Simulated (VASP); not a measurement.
# Mg: single point with HSE06

Crystal: Mg.

```
Mg
1.0
     0.00000    2.24426    2.24426
     2.24426    0.00000    2.24426
     2.24426    2.24426    0.00000
Mg
1
Direct
  0.00000 0.00000 0.00000
```

This isn't the form of Mg at room conditions, which is hcp.

```json
{
 "Program": "VASP 6.6.1",
 "Task": "single point",
 "Functional": "HSE06",
 "Potentials or basis": "VASP PAW PBE potentials, release 64 (Mg)",
 "Cutoff": "520 eV",
 "k mesh": "7 × 7 × 7",
 "Occupations": "gaussian, width 0.01 eV",
 "Spin": "no spin polarisation",
 "Dipole correction": "no",
 "Exchange at q = 0": "truncated",
 "Grid for exact exchange (PRECFOCK)": "Normal",
 "Screening parameter": "0.2079 1/A",
 "Further INCAR settings": "ALGO = Normal; EDIFF = 1e-06; NBANDS = 7"
}
```

```
Pressure               : 0.6 GPa
Band gap on the k mesh : none (metal or under the smearing width)
```

Levels at points of the mesh, in eV from the Fermi level:
| k point | band 1 | band 2 | band 3 | band 4 | band 5 | band 6 |
| --- | --- | --- | --- | --- | --- | --- |
| (0.00, 0.00, 0.00) | -8.21 | 13.18 | 13.18 | 13.18 | 15.27 | 15.27 |

It took 3.3 min on 1 thread of AMD EPYC 7R43 64-Core Processor (Zen 3), on a shared host, peak memory 0.21 GiB.

Caveat: the PAW data sets were made with another functional, which shifts forces and pressure a little.
